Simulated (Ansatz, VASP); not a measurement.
**Al: VASP beside Ansatz**

```xyz
5
Lattice="4.8260 0.0000 0.0000 -2.4130 4.1794 0.0000 0.0000 0.0000 4.6512" Properties=species:S:1:pos:R:3 pbc="T T T"
Al   -1.6138    2.7952    2.3256
Al    0.7992    1.3842    2.3256
Al    3.2276    0.0000    2.3256
Al    2.4130    1.3931    0.0000
Al    0.0000    2.7863    0.0000
```

Alike in both runs: functional PBE; k mesh 9 × 9 × 8; occupations gaussian, width 0.1 eV; no spin polarisation.

Ansatz relaxed the structure, and its values are those at the end. VASP's run is a single point on that final structure, the one shown.

```csv
,VASP,Ansatz
version,VASP 6.6.1,Ansatz 0.2.0
potentials or method,"VASP PAW PBE potentials, release 64 (Al)","scalar-relativistic, plane waves, PAW"
plane-wave cutoff (eV),520,420
valence electrons in the cell,15,15
```

```tsv
	VASP	Ansatz	Ansatz less VASP
gap on the k mesh at the Fermi level (eV)	none	none	-
pressure (GPa)	0.0	0.0	+0.03
```

A gap of «none» marks a metal or a gap that the smearing closes.
